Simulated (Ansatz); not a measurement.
Point defect: Al vacancy in AlAs

These are results of DFT PBE, scalar-relativistic, plane waves, PAW (Ansatz), not measurements. Settings: 420 eV cutoff, 2×2×2 k-mesh, Gaussian smearing of 0.01 eV, collinear spin.

Host crystal, relaxed:

```
CELL_PARAMETERS angstrom
0.00000 2.86396 2.86396
2.86396 0.00000 2.86396
2.86396 2.86396 0.00000
ATOMIC_POSITIONS crystal
Al 0.00000 0.00000 0.00000
As 0.75000 0.75000 0.75000
```

Supercell of 32 atoms, rows in host cell vectors: 1 -3 1; 1 1 -3; 1 1 1. Atoms relax at the host's cell, keeping the symmetry that the supercell leaves at the site. The cell is small, so energies carry finite-size errors of tenths of an eV. The host's Kohn–Sham gap is 1.50 eV. Atoms are taken from and returned to the elements' standard states. Charged cells are corrected for image charges with the computed static dielectric tensor (mean 11.6) and aligned with the host's potential at far atoms (alignment terms reach 0.49 eV; the program doubts the alignment in some charges, where it is up to 0.49 eV). No band-filling term is added, and the Fermi level counts from the host's valence band top.

Defect: Al vacancy at (0.000, 0.000, 0.000) of the host cell.

Task: What is the formation energy of the neutral defect?

Result: 3.89 eV.

Task: Does the neutral defect carry a moment, and how do its surroundings relax?

Result: It changes the cell's moment by 0.75 μB (a fraction, from partly filled bands). The nearest neighbours before are 4 As at 2.48 Å; after relaxation the atoms near the site are 4 As at 2.33 Å; the largest move is 0.15 Å.

Task: Charges 0, -1, -2 were computed. Which is stable where in the gap?

Result: Among the charges computed the stable one is 0 at the valence band top, changing to -1 at 0.24 eV, changing to -2 at 0.86 eV. In charge 0, -1, -2 the cell has partly filled bands: a level of the defect may be part filled, the carrier may sit in the host's bands, or levels may cross between the k points, so transitions that involve it are doubtful. Without the alignment that the program doubts, the level (0/-1) would lie at -0.05 eV, outside the gap, so these runs don't decide whether the defect changes charge there. Levels between neighbouring charges: (0/-1) 0.24 eV, (-1/-2) 0.86 eV.